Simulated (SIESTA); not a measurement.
The system is Ni.

```
Ni
1.0
     2.44802    0.00000    0.00000
    -1.22401    2.12005    0.00000
     0.00000    0.00000    4.07281
Ni
2
Direct
  0.66667 0.33333 0.75000
  0.33333 0.66667 0.25000
```

This isn't the form of Ni at room conditions, which is fcc.

Base run:

* Program: SIESTA 5.4.2
* Functional: LDA
* Potentials or basis: PseudoDojo 0.4 standard (LDA files)
* Basis: DZP (energy shift 0.003 Ry; two zetas on semicore shells)
* Grid cutoff: 800 Ry
* Energy shift: 0.003 Ry
* k mesh: 12 × 12 × 7
* Occupations: fermi-dirac, width 0.05 eV
* Spin: collinear spin, ferromagnetic start
* Starting moments: [1.0, 1.0] μB

Its results: band gap on the k mesh none (metal or under the smearing width); pressure -11.3 GPa; net moment 1.26 μB per cell; site moments Ni +0.63 μB.

Question: The run is repeated on the same cell with these changes: functional from LDA to PBEsol; potentials or basis from PseudoDojo 0.4 standard (LDA files) to PseudoDojo 0.4 standard (PBEsol files). What comes out?

Answer: Band gap on the k mesh none (metal or under the smearing width); pressure -3.5 GPa; net moment 1.33 μB per cell; site moments Ni +0.67 μB.

Caveats: short orbitals over semicore shells can move pressures by several GPa; the basis of atomic orbitals isn't converged, which shifts pressures, moduli and gaps.

Not every run made on this cell is shown here.
